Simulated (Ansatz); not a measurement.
AlP built on the zincblende prototype: a single-point calculation in the PAW code Ansatz (HSE06). Cell and atoms come from a relaxation with r2SCAN.

input.yaml:
```yaml
crystal:
  lattice:
    - [0.0, 2.7392572057, 2.7392572057]
    - [2.7392572057, 0.0, 2.7392572057]
    - [2.7392572057, 2.7392572057, 0.0]
  atoms:
    - { symbol: Al, position: [0.0, 0.0, 0.0] }
    - { symbol: P, position: [0.25, 0.25, 0.25] }
kpoints:
  mp_grid: { grid: [6, 6, 6] }
  band_path:
    path:
      - [0.0, 0.0, 0.0]
      - [-0.5, -0.5, 0.0]
      - [-0.375, -0.375, 0.25]
      - [-0.375, 0.0, 0.375]
      - [0.0, 0.0, 0.5]
      - [-0.5, -0.25, 0.25]
      - [0.0, 0.5, 0.5]
    npoints: 1
hamiltonian:
  xc: hse06
scf:
  occupations: { method: fixed }
  n_extra_bands: 4
output:
  forces: true
  stress: true
  eigenvalues: true
  write_density: true
  write_potential: true
  elf: true
  volumetric_format: npy
```

Command: `ansatz run input.yaml --threads 2 --pin off --max-ram 2211MiB --backend cpu --events-out ev --progress --plain --runs-dir out`.

Output, abridged:
```
Pseudopotential: Al, paw, valence charge 3, recommended cutoff 420 eV (normal)
Pseudopotential: P, paw, valence charge 5, recommended cutoff 420 eV (normal)
Functional definition: HSE06
Crystal: 2 atoms, lattice volume = 41.108 Å³
Basis set: ecut = 420 eV, 821 PW (Γ)
Bands: 8, of which v1, the nominal top of the filled ones, is band 4 counted from 1 (3 counted from 0)
Symmetry: 24 space group operations
Space group: F-43m (ITA 216)
k-points: 16 of 216 (time reversal used)
[warm-up without exact exchange]
SCF iter   1: HF=-1294.426680 eV  Δρ=1.23e-3  dr2=1.09e-3
SCF iter   2: HF=-1294.426630 eV  Δρ=3.37e-4  dr2=3.98e-5
SCF 1 stopped early in 2 iterations: F = -1294.426675 eV  dr2 = 3.98e-5
[exact exchange on]
Exchange kernel: α = 0.2500, screened, ω = 0.2079 Å⁻¹, Wigner–Seitz truncation, v(0) = 1046.4619 eV·Å³, q-mesh 6×6×6
SCF iter   1: HF=-1295.439399 eV  Δρ=2.35e-3  dr2=2.09e-3
SCF iter   2: HF=-1295.438433 eV  Δρ=1.10e-3  dr2=5.52e-4
SCF iter   3: HF=-1295.440294 eV  Δρ=4.27e-4  dr2=7.77e-5
SCF iter   4: HF=-1295.440270 eV  Δρ=6.26e-5  dr2=5.03e-6
SCF iter   5: HF=-1295.440300 eV  Δρ=6.46e-5  dr2=1.71e-6
SCF 2 stopped early in 5 iterations: F = -1295.440299 eV  dr2 = 1.71e-6
hybrid outer 1: dexx = +2.312e-3 eV, tail = 4.43e-6 eV
SCF iter   1: HF=-1295.440312 eV  Δρ=1.48e-5  dr2=9.95e-8
SCF iter   2: HF=-1295.440312 eV  Δρ=3.51e-6  dr2=4.97e-9
SCF 3 converged in 2 iterations: F = -1295.440312 eV  dr2 = 4.97e-9
hybrid outer 2: dexx = +2.444e-8 eV, tail = 1.04e-8 eV, Δε = 1.67e-3 eV
Free energy (F): -1295.440312 eV
Fermi energy:    4.476489 eV
--- Per-component energies (eV) ---
  E_band       = -3.098098
  E_kinetic    = 93.722908
  E_local      = -82.409731
  E_nonlocal   = 43.768524
  E_hartree    = 25.263135
  E_xc         = -82.944284
  E_vxc        = -73.501453
  E_exx        = -11.844876
  E_paw        = -1044.395230
  E_vpaw       = -11.514972
  E_ewald      = -236.480259
  E_core_change = -0.120500
--- Stress (GPa, compression-positive) ---
       -0.109835       0.000000       0.000000
        0.000000      -0.109835       0.000000
        0.000000       0.000000      -0.109835
  P = ⅓ Tr σ = -0.1098 GPa (-1.098 kbar)
```

Levels at the listed points, from bands.tsv (eV from the Fermi energy, bands near the gap, counted from 0):
```tsv
# k_distance	band_0	band_1	band_2	band_3	band_4	band_5	band_6	band_7
# fermi_ev = 4.476489
# [0, 0, 0] at k_distance = 0.000000
# [-0.5, -0.5, 0] at k_distance = 1.146878
# [-0.375, -0.375, 0.25] at k_distance = 1.552360
# [-0.375, 0, 0.375] at k_distance = 2.254676
# [0, 0, 0.5] at k_distance = 2.956992
# [-0.5, -0.25, 0.25] at k_distance = 3.767957
# [0, 0.5, 0.5] at k_distance = 5.050205
# levels_relative_to = fermi_ev
0.000	-12.687	0.000	0.000	0.000	4.157	5.491	5.491	5.491
1.147	-10.131	-5.802	-2.289	-2.289	2.285	3.244	12.370	12.370
1.552	-10.165	-5.485	-3.683	-1.880	3.197	6.028	9.612	9.882
2.255	-10.165	-5.485	-3.683	-1.880	3.197	6.028	9.612	9.882
2.957	-10.855	-6.036	-0.831	-0.831	3.630	5.743	5.743	9.262
3.768	-10.077	-5.369	-3.423	-3.006	5.143	6.992	7.070	7.406
5.050	-10.131	-5.802	-2.289	-2.289	2.285	3.244	12.370	12.370
```
In order the rows are Γ, X, U, K, L, W, X.

Planar averages along the third cell vector, from rho_z.tsv and v_z.tsv (valence density with its augmentation; electrostatic potential energy of an electron, of which only differences have a meaning):

| z (Å) | ρ (e/Å³) | v_es (eV) |
| --- | --- | --- |
| 0.00 | 0.223 | 1.00 |
| 0.14 | 0.257 | -0.12 |
| 0.29 | 0.287 | -1.51 |
| 0.43 | 0.306 | -2.94 |
| 0.57 | 0.313 | -4.07 |
| 0.72 | 0.309 | -4.63 |
| 0.86 | 0.298 | -4.53 |
| 1.00 | 0.282 | -3.84 |
| 1.15 | 0.266 | -2.71 |
| 1.29 | 0.251 | -1.25 |
| 1.43 | 0.237 | 0.50 |
| 1.58 | 0.222 | 2.42 |
| 1.72 | 0.203 | 4.30 |
| 1.87 | 0.181 | 5.88 |
| 2.01 | 0.159 | 6.97 |
| 2.15 | 0.138 | 7.59 |
| 2.30 | 0.122 | 7.84 |
| 2.44 | 0.110 | 7.80 |
| 2.58 | 0.102 | 7.49 |
| 2.73 | 0.098 | 6.88 |
| 2.87 | 0.096 | 6.01 |
| 3.01 | 0.098 | 5.02 |
| 3.16 | 0.104 | 4.10 |
| 3.30 | 0.115 | 3.36 |
| 3.44 | 0.132 | 2.80 |
| 3.59 | 0.157 | 2.31 |
| 3.73 | 0.188 | 1.77 |

HSE06 gives an indirect gap of 2.28 eV, from Γ to X; the least direct gap is 4.16 eV at Γ. The gap is the least over the mesh and the extra points. The mean stress, -0.1 GPa, is small, and the program warns that its thresholds are loose for a hybrid's stress.

The values are computed, spin-unpolarised, and not measurements.

The meshes of the hybrids are coarse, so their gaps aren't converged to the digits shown.
